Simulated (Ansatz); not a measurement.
Relaxed LaAlO$_{3}$ (R-3c-perovskite type, space group R-3c):

```
CELL_PARAMETERS angstrom
      2.70622     1.56244     4.39751
     -2.70622     1.56244     4.39751
      0.00000    -3.12488     4.39751
ATOMIC_POSITIONS crystal
  La 0.25000 0.25000 0.25000
  La 0.75000 0.75000 0.75000
  Al 0.00000 0.00000 0.00000
  Al 0.50000 0.50000 0.50000
  O  0.78870 0.71130 0.25000
  O  0.25000 0.78870 0.71130
  O  0.71130 0.25000 0.78870
  O  0.21130 0.28870 0.75000
  O  0.75000 0.21130 0.28870
  O  0.28870 0.75000 0.21130
```

The atoms are displaced by Q × the pattern below (from a DFPT mode at Γ, largest move 1; Q in Å), at fixed cell.

```csv
atom,x,y,z
Al3,0.000,0.000,-1.000
Al4,0.000,0.000,1.000
O5,0.106,0.000,0.000
O6,-0.053,0.091,0.000
O7,-0.053,-0.091,0.000
O8,0.106,0.000,0.000
O9,-0.053,0.091,0.000
O10,-0.053,-0.091,0.000
```

Atoms not listed stay in place.

Calculation: PBE (plane waves to 420 eV, PAW, scalar-relativistic; Ansatz, a program for electronic structure). k mesh 8×8×8 (Γ-centred), Fermi-Dirac smearing 0.05 eV. LaAlO3 is run without spin polarisation. LaAlO3 was relaxed with its symmetry unable to fall. The PAW data are Ansatz's earlier set.

At one point of the scan the forces (eV/Å) are:

```json
[
 {"atom": "La1", "Fx": "0.000", "Fy": "0.000", "Fz": "0.000"},
 {"atom": "La2", "Fx": "0.000", "Fy": "0.000", "Fz": "0.000"},
 {"atom": "Al3", "Fx": "0.000", "Fy": "0.000", "Fz": "2.192"},
 {"atom": "Al4", "Fx": "0.000", "Fy": "0.000", "Fz": "-2.192"},
 {"atom": "O5", "Fx": "-0.125", "Fy": "0.000", "Fz": "0.000"},
 {"atom": "O6", "Fx": "0.062", "Fy": "-0.108", "Fz": "0.000"},
 {"atom": "O7", "Fx": "0.062", "Fy": "0.108", "Fz": "0.000"},
 {"atom": "O8", "Fx": "-0.147", "Fy": "0.000", "Fz": "0.000"},
 {"atom": "O9", "Fx": "0.073", "Fy": "-0.127", "Fz": "0.000"},
 {"atom": "O10", "Fx": "0.073", "Fy": "0.127", "Fz": "0.000"}
]
```

Which point is it?
(A) Q = 0.067 Å
(B) Q = 0.050 Å
(C) Q = 0.083 Å
(D) Q = 0.100 Å

D, Q = 0.100 Å

(For displaced atoms, the force is minus the slope of the energy, and its curvature is a force constant, which sets phonon frequencies.)
